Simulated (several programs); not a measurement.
CsCl (Pm-3m) from semi-empirical methods to plane-wave DFT

CsCl (Pm-3m) from a database of computed structures, relaxed with r2SCAN in Ansatz, was computed with several methods. The symmetry is Pm-3m (No. 221, cubic); conventional cell a = 4.137 Å, 35.40 Å³ an atom. Cs is surrounded by 8 Cl at 3.58 Å; Cl is surrounded by 8 Cs at 3.58 Å. (Simulation; spin polarisation is off.)

```cif
data_structure
_symmetry_space_group_name_H-M 'Pm-3m'
_symmetry_Int_Tables_number 221
_cell_length_a 4.1368
_cell_length_b 4.1368
_cell_length_c 4.1368
_cell_angle_alpha 90.000
_cell_angle_beta 90.000
_cell_angle_gamma 90.000
_cell_volume 70.80
loop_
_atom_site_label
_atom_site_type_symbol
_atom_site_symmetry_multiplicity
_atom_site_Wyckoff_symbol
_atom_site_fract_x
_atom_site_fract_y
_atom_site_fract_z
_atom_site_occupancy
Cs1 Cs 1 a 0.00000 0.00000 0.00000 1
Cl1 Cl 1 b 0.50000 0.50000 0.50000 1
```

Gaps and times are for a single point on this cell; volume and bulk modulus come from each method's own relaxation or energy curve at fixed shape. Times are rough, from shared hosts (AMD EPYC 7R13 Processor; AMD EPYC 7R43 64-Core Processor; Arm Neoverse V2), and each method has its own mesh and cell size. PM6 (MOPAC), PM7 (MOPAC), GFN2-xTB (tblite) treat a cluster of cells at its zone centre, which samples few k points: where these miss a band edge, the gap comes out too large for that reason alone. Gaps from k meshes are read at a limited set of points (mesh, symmetry points, PBE's band edges), so each method's own least gap may be somewhat smaller. Force fields have no electrons; where one was fitted to this phase, its volume and modulus reflect the fit. xTB and the PM methods were fitted mostly to molecules, and can miss a solid's gap by electronvolts. Minimal bases can be far off for gaps. Times of the plane-wave rungs are withheld (a dash), since they come from other jobs, hosts and meshes; the meshes of hybrids and Hartree-Fock don't converge their gaps to the digits shown. GLLB-SC's gap includes the derivative discontinuity. G0W0 is at finite bands, cutoff and mesh. d marks a direct gap, i an indirect one (no mark: not told apart), a dash a value that wasn't computed or didn't pass its checks.

```json
{"method": "PBEsol", "kind": "semilocal", "gap (eV)": "–", "own volume (Å³/atom)": "33.74", "bulk modulus (GPa)": "–", "atoms computed": "2", "processor time": "–"}
{"method": "ffield.eim (LAMMPS)", "kind": "force field", "gap (eV)": "–", "own volume (Å³/atom)": "–", "bulk modulus (GPa)": "–", "atoms computed": "2", "processor time": "0.22 s"}
{"method": "light PBE (260 eV, its own mesh)", "kind": "light plane-wave", "gap (eV)": "5.19 d", "own volume (Å³/atom)": "–", "bulk modulus (GPa)": "–", "atoms computed": "2", "processor time": "0.5 s"}
{"method": "PM7 (MOPAC)", "kind": "semi-empirical", "gap (eV)": "2.27", "own volume (Å³/atom)": "–", "bulk modulus (GPa)": "–", "atoms computed": "cluster", "processor time": "0.8 s"}
{"method": "PM6 (MOPAC)", "kind": "semi-empirical", "gap (eV)": "6.02", "own volume (Å³/atom)": "–", "bulk modulus (GPa)": "–", "atoms computed": "cluster", "processor time": "0.9 s"}
{"method": "PBE", "kind": "semilocal", "gap (eV)": "5.23 d", "own volume (Å³/atom)": "37.12", "bulk modulus (GPa)": "14", "atoms computed": "2", "processor time": "–"}
{"method": "GFN2-xTB (tblite)", "kind": "tight binding", "gap (eV)": "6.22", "own volume (Å³/atom)": "–", "bulk modulus (GPa)": "–", "atoms computed": "cluster", "processor time": "1.3 s"}
{"method": "LDA", "kind": "semilocal", "gap (eV)": "4.80 d", "own volume (Å³/atom)": "31.29", "bulk modulus (GPa)": "–", "atoms computed": "2", "processor time": "–"}
{"method": "r2SCAN", "kind": "semilocal", "gap (eV)": "5.91 d", "own volume (Å³/atom)": "35.40", "bulk modulus (GPa)": "18", "atoms computed": "2", "processor time": "–"}
{"method": "GLLB-SC (GPAW)", "kind": "model potential", "gap (eV)": "9.46", "own volume (Å³/atom)": "–", "bulk modulus (GPa)": "–", "atoms computed": "2", "processor time": "5.2 s"}
{"method": "PBE/SZV (CP2K)", "kind": "small basis", "gap (eV)": "4.16 d", "own volume (Å³/atom)": "–", "bulk modulus (GPa)": "–", "atoms computed": "2", "processor time": "6.8 s"}
{"method": "G0W0@PBE (300 eV screening cutoff)", "kind": "many-body", "gap (eV)": "7.74", "own volume (Å³/atom)": "–", "bulk modulus (GPa)": "–", "atoms computed": "2", "processor time": "–"}
{"method": "G0W0@r2SCAN (220 eV screening cutoff)", "kind": "many-body", "gap (eV)": "8.34", "own volume (Å³/atom)": "–", "bulk modulus (GPa)": "–", "atoms computed": "2", "processor time": "–"}
{"method": "PBE/DZVP (CP2K)", "kind": "small basis", "gap (eV)": "5.19 d", "own volume (Å³/atom)": "37.05", "bulk modulus (GPa)": "16", "atoms computed": "2", "processor time": "13 s"}
{"method": "G0W0@HSE06 (220 eV screening cutoff)", "kind": "many-body", "gap (eV)": "8.30", "own volume (Å³/atom)": "–", "bulk modulus (GPa)": "–", "atoms computed": "2", "processor time": "–"}
{"method": "G0W0@PBE0 (220 eV screening cutoff)", "kind": "many-body", "gap (eV)": "8.52", "own volume (Å³/atom)": "–", "bulk modulus (GPa)": "–", "atoms computed": "2", "processor time": "–"}
{"method": "PBE+SOC", "kind": "semilocal", "gap (eV)": "5.16 d", "own volume (Å³/atom)": "–", "bulk modulus (GPa)": "–", "atoms computed": "2", "processor time": "–"}
{"method": "PBE0", "kind": "hybrid", "gap (eV)": "7.26 d", "own volume (Å³/atom)": "–", "bulk modulus (GPa)": "–", "atoms computed": "2", "processor time": "–"}
{"method": "DDH-PBE0", "kind": "hybrid", "gap (eV)": "8.12 d", "own volume (Å³/atom)": "–", "bulk modulus (GPa)": "–", "atoms computed": "2", "processor time": "–"}
{"method": "r2SCAN0", "kind": "hybrid", "gap (eV)": "7.72 d", "own volume (Å³/atom)": "–", "bulk modulus (GPa)": "–", "atoms computed": "2", "processor time": "–"}
{"method": "PBE/single zeta (GPAW)", "kind": "small basis", "gap (eV)": "5.10 d", "own volume (Å³/atom)": "–", "bulk modulus (GPa)": "–", "atoms computed": "2", "processor time": "63 s"}
{"method": "G0W0@LDA (140 eV screening cutoff)", "kind": "many-body", "gap (eV)": "7.47", "own volume (Å³/atom)": "–", "bulk modulus (GPa)": "–", "atoms computed": "2", "processor time": "–"}
{"method": "HSE06", "kind": "hybrid", "gap (eV)": "6.54 d", "own volume (Å³/atom)": "36.38", "bulk modulus (GPa)": "–", "atoms computed": "2", "processor time": "–"}
{"method": "r2SCANh", "kind": "hybrid", "gap (eV)": "6.64 d", "own volume (Å³/atom)": "–", "bulk modulus (GPa)": "–", "atoms computed": "2", "processor time": "–"}
{"method": "HSE06+SOC", "kind": "hybrid", "gap (eV)": "6.47 d", "own volume (Å³/atom)": "–", "bulk modulus (GPa)": "–", "atoms computed": "2", "processor time": "–"}
```

Against HSE06 (6.54 eV) the nearest gap at the points sampled is that of HSE06+SOC (-0.07 eV) and the farthest that of PM7 (MOPAC) (-4.27 eV). HSE06 is only a yardstick of convenience: for gaps this wide it usually falls short of measured ones, so a larger value can be the better one.

Volumes against r2SCAN's: PBEsol -4.7 %, PBE +4.9 %, LDA -11.6 %, PBE/DZVP (CP2K) +4.7 %, HSE06 +2.8 %.

Runs without a result: GFN1-xTB (tblite) (single point).

Only the rows marked +SOC include spin-orbit coupling.
